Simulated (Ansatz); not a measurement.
MgS in the zincblende structure: a one-shot G0W0 calculation in Ansatz 0.2.0 (G0W0@r2SCAN with 248 empty bands, a screening cutoff of 180 eV and a 6×6×6 mesh). Cell and atoms come from a relaxation with r2SCAN.

Input (YAML):
```yaml
crystal:
  lattice:
    - [0.0, 2.8308768412, 2.8308768412]
    - [2.8308768412, 0.0, 2.8308768412]
    - [2.8308768412, 2.8308768412, 0.0]
  atoms:
    - { symbol: Mg, position: [0.0, 0.0, 0.0] }
    - { symbol: S, position: [0.25, 0.25, 0.25] }
kpoints:
  mp_grid: { grid: [6, 6, 6] }
hamiltonian:
  xc: r2scan
scf:
  occupations: { method: fixed }
gw:
  n_empty_bands: 248
  ecut_chi: 180
  qp_bands: [v2, c2]
  qp_kpoints: band_edges
  screening: { model: godby_needs }
```

Wall time 16 s on 1 × NVIDIA H100 80GB HBM3 with 2 threads of AMD EPYC 7R13 Processor (Zen 3) (shared host), load about 1.6 per core; peak host memory 2.2 GiB.

The log, with set-up remarks and timings taken out:
```
Functional definition: r2SCAN
Crystal: 2 atoms, lattice volume = 45.373 Å³
Basis set: ecut = 500 eV, 1139 PW (Γ)
Bands: 12, of which v1, the nominal top of the filled ones, is band 8 counted from 1 (7 counted from 0)
Symmetry: 24 space group operations
Space group: F-43m (ITA 216)
k-points: 16 of 216 (time reversal used)
preconditioner: auto → none  [insulator: Δε(μ)=4.112 eV  ℏωp=15.6 eV]
SCF 1 converged in 6 iterations: F = -2835.512883 eV  dr2 = 1.85e-9
SCF converged after 6 iterations
Free energy (F): -2835.512883 eV
Fermi energy:    2.837895 eV
--- G₀W₀: ω_p = 22.0506 eV, 216 q-points, 248 empty bands' worth ---
    ik  band        ε_KS         Σx   Σc(E_QP)       V_xc       Z   E_QP_lin       E_QP  E_QP is
     0     7      2.8379   -18.1053     1.8704   -15.1534  0.7956     1.7481     1.7564  root
     0     8      2.8379   -18.1053     1.8704   -15.1534  0.7956     1.7481     1.7564  root
     0     9      6.9796    -6.1719    -3.4340    -9.7715  0.8338     7.1453     7.1451  root
     0    10     11.4189    -5.2099    -3.9744    -9.8412  0.8244    12.0790    12.0758  root
     1     7      2.7481   -18.0744     1.8968   -15.0855  0.7953     1.6475     1.6560  root
     1     8      2.7481   -18.0744     1.8968   -15.0855  0.7953     1.6475     1.6560  root
     1     9      7.9628    -6.5976    -3.5318   -10.3709  0.8284     8.2046     8.2042  root
     1    10     11.1883    -5.4323    -3.9633    -9.9812  0.8229    11.7764    11.7739  root
     2     7      2.5842   -18.0402     1.9484   -14.9804  0.7947     1.4638     1.4728  root
     2     8      2.5842   -18.0402     1.9484   -14.9804  0.7947     1.4638     1.4728  root
     2     9      8.6635    -5.7785    -3.6213    -9.7485  0.8314     9.0130     9.0122  root
     2    10     11.3422    -4.5844    -3.9427    -9.1379  0.8258    11.9558    11.9529  root
     3     7      2.5088   -18.0323     1.9725   -14.9398  0.7944     1.3796     1.3888  root
     3     8      2.5088   -18.0323     1.9725   -14.9398  0.7944     1.3796     1.3888  root
     3     9      8.6395    -5.5483    -3.5930    -9.5173  0.8337     9.0163     9.0154  root
     3    10     11.0330    -4.4557    -3.8759    -8.9288  0.8277    11.6328    11.6302  root
     4     7      2.5354   -17.9034     1.9483   -14.8383  0.7950     1.4096     1.4187  root
     4     8      2.5354   -17.9034     1.9483   -14.8383  0.7950     1.4096     1.4187  root
     4     9      8.2668    -6.6865    -3.5561   -10.5044  0.8261     8.5290     8.5285  root
     4    10     10.5749    -5.1920    -3.8525    -9.6331  0.8281    11.1660    11.1635  root
     7     7      1.7859   -17.3701     2.1208   -14.0535  0.7931     0.5787     0.5901  root
     7     8      2.4945   -18.0012     1.9715   -14.9088  0.7944     1.3643     1.3736  root
     7     9      9.5662    -5.7547    -3.7497    -9.9315  0.8283     9.9945     9.9932  root
     7    10     10.1730    -4.5122    -3.7928    -8.7206  0.8256    10.5899    10.5886  root
     8     7      2.1517   -17.5856     2.0339   -14.3937  0.7942     0.9834     0.9936  root
     8     8      2.7235   -18.1208     1.9090   -15.1171  0.7950     1.6201     1.6288  root
     8     9      9.0385    -6.5693    -3.7211   -10.6017  0.8235     9.3504     9.3498  root
     8    10     10.8687    -5.4452    -3.9399    -9.9449  0.8235    11.4309    11.4286  root
     9     7      2.0187   -17.6730     2.0951   -14.4024  0.7933     0.8326     0.8432  root
     9     8      2.0187   -17.6730     2.0951   -14.4024  0.7933     0.8326     0.8432  root
     9     9      7.9595    -4.3683    -3.4188    -8.1195  0.8356     8.2926     8.2919  root
     9    10      9.5338    -5.0141    -3.6467    -9.1829  0.8335    10.0577    10.0559  root
    10     7      1.4583   -17.1586     2.2108   -13.7182  0.7922     0.2162     0.2287  root
    10     8      1.9502   -17.6695     2.1158   -14.3714  0.7930     0.7570     0.7679  root
    10     9      7.8934    -4.2151    -3.3937    -7.9538  0.8365     8.2391     8.2384  root
    10    10      9.8588    -5.3232    -3.7009    -9.5538  0.8302    10.3904    10.3885  root
  […]
```

The points are ik 0 = (0, 0, 0) (Γ), ik 1 = (0, 0, 1/6), ik 2 = (0, 0, 1/3), ik 3 = (0, 0, -1/2), ik 4 = (0, 1/6, 1/6), ik 7 = (0, 1/6, -1/3), ik 8 = (0, 1/6, -1/6), ik 9 = (0, 1/3, 1/3), ik 10 = (0, 1/3, -1/2), ik 12 = (0, -1/2, -1/2); band 8 is the last filled one.

G0W0 moves the gap on the mesh from 4.14 eV (r2SCAN) to 5.39 eV (direct at Γ). Renormalisation factors Z lie between 0.79 and 0.84. G0W0 here is at a finite number of bands, screening cutoff and k mesh, not at the basis limit.

No spin polarisation and no zero-point or thermal motion; the cell was built from a prototype and may be hypothetical.
